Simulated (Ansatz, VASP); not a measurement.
## Two plane-wave programs on Si

Contents of INCAR:

```
SYSTEM = Si
PREC     = Accurate       ! precision mode
ENCUT    = 520            ! plane-wave cutoff, eV
EDIFF    = 1E-7           ! SCF threshold, eV
ISMEAR   = -1             ! smearing method
SIGMA    = 0.05           ! smearing width, eV
LREAL    = .FALSE.        ! projectors in reciprocal space
LASPH    = .TRUE.         ! aspherical terms in the spheres
NELM     = 60             ! most SCF steps
ALGO     = Normal         ! electronic algorithm
ISIF     = 2              ! what is computed and relaxed
LWAVE    = .FALSE.        ! write WAVECAR
LCHARG   = .TRUE.         ! write CHGCAR
GGA      = CA             ! functional
LELF     = .TRUE.         ! ELF
LVHAR    = .TRUE.       
NBANDS   = 11             ! bands
```

The input KPOINTS:

```
regular mesh
0
G
  5 5 5
  0 0 0
```

Contents of POSCAR:

```
Si
1.0
    0.0000000000      2.7016643793      2.7016643793
    2.7016643793      0.0000000000      2.7016643793
    2.7016643793      2.7016643793      0.0000000000
Si
2
Direct
    0.5000000000      0.5000000000      0.5000000000
    0.7500000000      0.7500000000      0.7500000000
```

Input for Ansatz:

```yaml
crystal:
  lattice:
    - [0.0, 2.7016643793, 2.7016643793]
    - [2.7016643793, 0.0, 2.7016643793]
    - [2.7016643793, 2.7016643793, 0.0]
  atoms:
    - { symbol: Si, position: [0.5, 0.5, 0.5] }
    - { symbol: Si, position: [0.75, 0.75, 0.75] }
hamiltonian:
  xc: lda
  pseudopotentials:
    kind: paw
    azcp:
      Si: "pseudopotentials/Si.paw.azcp"
basis:
  ecutwfc: 420
  fft_grid_basis: typed
kpoints:
  mp_grid: { grid: [5, 5, 5], shift: [0, 0, 0] }
magnetization:
  spin_polarized: false
scf:
  occupations: { method: fermi_dirac, width: 0.05 }
  lower_state_search: "off"
output:
  stress: true
  write_density: true
  write_potential: true
  elf: true
  volumetric_format: npy
```

Alike in both runs: task single point; functional LDA; k mesh 5 × 5 × 5; occupations fermi-dirac, width 0.05 eV; no spin polarisation.

```csv
,VASP,Ansatz
version,VASP 6.6.1,Ansatz 0.2.0
potentials or method,"VASP PAW LDA potentials, release 64 (Si)","plane waves (420 eV) with PAW, scalar-relativistic"
plane-wave cutoff (eV),520,420
valence electrons in the cell,8,8
```

|  | VASP | Ansatz | Ansatz less VASP |
| --- | --- | --- | --- |
| pressure (GPa) | 0.2 | 0.1 | -0.05 |

Ansatz warned: «pseudo_functional_mismatch».
